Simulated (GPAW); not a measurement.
The system is InPd.

```xyz
2
Lattice="0.0000 2.7461 2.7461 2.7461 0.0000 2.7461 2.7461 2.7461 0.0000" Properties=species:S:1:pos:R:3 pbc="T T T"
In    0.0000    0.0000    0.0000
Pd    2.7461    2.7461    2.7461
```

The cell was built by a generator and needn't be a form met in nature.

Base run:

| Property | Result |
| --- | --- |
| Program | GPAW 26.7.0 |
| Functional | revPBE |
| Potentials or basis | the program's PAW data sets (release 1.2.1) made for this functional |
| Cutoff | 600 eV |
| Basis | pw |
| k mesh | 8 × 8 × 8 |
| Occupations | fermi-dirac, width 0.05 eV |
| Spin | no spin polarisation |

Its results: band gap on the k mesh none (metal or under the smearing width); pressure 1.8 GPa.

**Question.** The run is repeated on the same cell with these changes: functional from revPBE to LDA. What comes out?

**Answer.** Band gap on the k mesh none (metal or under the smearing width); pressure -8.5 GPa.

LDA binds more tightly than revPBE, so the same cell stands under less pressure.
